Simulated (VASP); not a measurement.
ZrO2:

```
CELL_PARAMETERS angstrom
3.62152 0.00000 0.00000
0.00000 3.62152 0.00000
0.00000 0.00000 5.27704
ATOMIC_POSITIONS crystal
Zr 0.00000 0.00000 0.00000
Zr 0.50000 0.50000 0.50000
O 0.00000 0.50000 0.30620
O 0.00000 0.50000 0.80620
O 0.50000 0.00000 0.69380
O 0.50000 0.00000 0.19380
```

The cell is a database's computed one.

Base run:

```yaml
Program: VASP 6.6.1
Functional: PBE
Potentials_or_basis: VASP PAW PBE potentials, release 64 (Zr_sv, O)
Cutoff: 600 eV
k_mesh: 10 × 10 × 8
Occupations: gaussian, width 0.02 eV
Spin: no spin polarisation
```

Its results: band gap on the k mesh 4.03 eV, indirect (least direct gap 4.12 eV).

**Question.** The run is repeated on the same cell with these changes: functional from PBE to r2SCAN; cutoff from 600 eV to 450 eV. What comes out?

**Answer.** Band gap on the k mesh 4.56 eV, indirect (least direct gap 4.65 eV).

r2SCAN gives the wider gap, since meta-GGAs in the generalised Kohn-Sham scheme recover part of the derivative discontinuity.
